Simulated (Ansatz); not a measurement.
# HgTe: one input, then a changed one

The cell is COD entry 1539232, as deposited and not checked against the literature; nothing was relaxed.

First run: DFT, PBEsol, all-electron LAPW, scalar-relativistic (Ansatz 0.2.0).

Command: `ansatz run input.yaml --threads 1 --pin off --max-ram 2048MiB --backend cpu --events-out ev --progress --plain --runs-dir out` The run took 48 s on 1 thread of Arm Neoverse V2, with other jobs on the host, peak memory 0.38 GiB.

```yaml
crystal:
  lattice:
    - [0.0, 3.2235, 3.2235]
    - [3.2235, 0.0, 3.2235]
    - [3.2235, 3.2235, 0.0]
  atoms:
    - { symbol: Hg, position: [0.0, 0.0, 0.0] }
    - { symbol: Te, position: [0.75, 0.75, 0.75] }
kpoints:
  mp_grid: { grid: [9, 9, 9] }
  band_path:
    path:
      - [0.0, 0.0, 0.0]
      - [-0.5, -0.5, 0.0]
      - [-0.375, -0.375, 0.25]
      - [-0.375, 0.0, 0.375]
      - [0.0, 0.0, 0.0]
      - [0.0, 0.0, 0.5]
      - [-0.5, -0.25, 0.25]
      - [-0.5, -0.5, 0.0]
    npoints: 5
scf:
  occupations: { method: fermi_dirac, width: 0.05 }
hamiltonian:
  xc: pbesol
  pseudopotentials: { kind: all_electron, lapw: { basis_error: 0.0005 } }
output:
  forces: true
  stress: true
  eigenvalues: true
```

Result: converged; pressure 1.33 GPa; no gap on the k mesh; 7 SCF iterations.

No spin–orbit coupling, which matters for the heavy atoms here.

A second input differs as follows:

```diff
@@ -21,5 +21,6 @@
     npoints: 5
 scf:
-  occupations: { method: fermi_dirac, width: 0.05 }
+  occupations: { method: fermi_dirac, width: 2.0 }
+  max_iter: 80
 hamiltonian:
   xc: pbesol
```

Problem. What is wrong with it, and what does the program do?

Solution. The fault is a smearing of electronvolts. The run converged; energy at zero smearing +607.1 meV/atom from the first run; pressure 13.24 GPa; no gap on the k mesh; 8 SCF iterations. Such numbers aren't properties of the crystal. The log ends:
```
  P = ⅓ Tr σ = 13.2398 GPa (132.398 kbar)
--- Band table (eV; the first three rows and the last of 35) ---
  k-point 0: bands = ["-335.0260", "-335.0260", "-335.0260", "-335.0237", "-335.0237", "-148.8053", "-104.9495", "-98.9117", "-98.9117", "-98.9117", "-82.9458", "-82.9440", "-82.9440", "-82.9440", "-82.9427", "-82.9427", "-82.9427", "-53.3065", "-53.3065", "-53.3065", "-26.3609", "-26.3609", "-26.3609", "-26.3511", "-26.3511", "-1.5745", "2.8845", "2.8845", "2.8845", "3.4140", "3.4140", "9.7394", "10.4831", "10.4831", "10.4831", "14.8369", "14.8369", "14.8369", "16.8931", "20.3714", "20.3714", "20.4493", "20.4493", "20.4493", "22.5018", "28.7459", "28.7459", "28.7459", "31.9425", "31.9425", "31.9425", "33.4389", "33.4389", "33.4389", "34.1802", "34.1802", "35.0603", "36.5650", "36.5650", "36.5650", "38.2198", "39.1358", "39.1358", "39.1358", "39.7926", "39.7926", "39.7926", "42.8509", "42.8509", "43.0169", "43.3068", "43.3068", "43.3068", "45.3243", "45.3243", "45.3243", "45.4553", "45.4553", "45.4553", "49.5388", "49.5388"]
  k-point 1: bands = ["-335.0260", "-335.0260", "-335.0260", "-335.0237", "-335.0237", "-148.8053", "-104.9495", "-98.9117", "-98.9117", "-98.9117", "-82.9458", "-82.9440", "-82.9440", "-82.9440", "-82.9427", "-82.9427", "-82.9427", "-53.3066", "-53.3066", "-53.3066", "-26.3609", "-26.3609", "-26.3609", "-26.3511", "-26.3511", "-1.5146", "2.9009", "2.9009", "2.9109", "3.4122", "3.4122", "8.7751", "10.3449", "10.3449", "11.0960", "14.6912", "15.0247", "15.0247", "17.7170", "19.5053", "19.5053", "20.0144", "21.6785", "21.6785", "23.4578", "28.1347", "28.1347", "28.8090", "29.8794", "31.3609", "31.3609", "33.6523", "33.6523", "34.2585", "35.0317", "35.2594", "35.2594", "35.9737", "35.9737", "36.5533", "38.4196", "38.4196", "38.5318", "39.0700", "39.7376", "40.3075", "40.3075", "42.1164", "42.2346", "42.2346", "43.8969", "43.8969", "43.9631", "43.9974", "44.5349", "44.5349", "46.6422", "46.6422", "46.6834", "47.7269", "48.4995"]
  k-point 2: bands = ["-335.0260", "-335.0260", "-335.0260", "-335.0237", "-335.0237", "-148.8053", "-104.9495", "-98.9117", "-98.9117", "-98.9117", "-82.9458", "-82.9440", "-82.9440", "-82.9440", "-82.9427", "-82.9427", "-82.9427", "-53.3066", "-53.3066", "-53.3066", "-26.3610", "-26.3608", "-26.3608", "-26.3511", "-26.3511", "-1.3577", "2.9405", "2.9405", "3.0161", "3.4112", "3.4112", "7.4163", "10.0331", "10.0331", "11.3900", "15.1548", "15.3963", "15.3963", "18.3407", "19.1537", "19.1537", "20.5865", "23.1692", "23.1692", "25.3337", "26.5621", "26.5621", "27.1429", "28.9793", "31.3659", "31.3659", "33.4677", "33.4677", "33.5949", "34.3375", "34.3375", "35.1959", "36.2735", "36.8485", "36.8485", "37.4150", "38.3172", "38.3172", "38.3431", "40.1596", "40.2436", "40.2436", "41.7871", "41.7871", "42.3496", "43.0282", "44.0106", "44.0106", "44.5308", "44.5308", "45.1296", "45.2503", "47.0243", "47.0243", "48.6792", "48.6792"]
  k-point 34: bands = ["-335.0260", "-335.0260", "-335.0260", "-335.0237", "-335.0237", "-148.8053", "-104.9495", "-98.9117", "-98.9117", "-98.9117", "-82.9458", "-82.9440", "-82.9440", "-82.9440", "-82.9427", "-82.9427", "-82.9427", "-53.3066", "-53.3066", "-53.3066", "-26.3613", "-26.3609", "-26.3604", "-26.3511", "-26.3508", "-0.8482", "3.1055", "3.1288", "3.3407", "3.4023", "3.9754", "5.0148", "7.7576", "8.1995", "13.5509", "14.9825", "15.8165", "17.1972", "19.5473", "21.0895", "22.1948", "22.3173", "23.6764", "24.2690", "25.5990", "25.9985", "26.5699", "27.3274", "27.9818", "29.2806", "29.5564", "30.2480", "31.3452", "31.8553", "31.9740", "32.7816", "33.0841", "33.7872", "35.4207", "36.8141", "37.5967", "37.9875", "38.2321", "38.9021", "39.3550", "39.8849", "40.6489", "40.9763", "42.7798", "43.8467", "44.1901", "44.5510", "44.6187", "45.5901", "45.8168", "46.2339", "46.4879", "48.0989", "48.6321", "49.8319", "50.0514"]
```
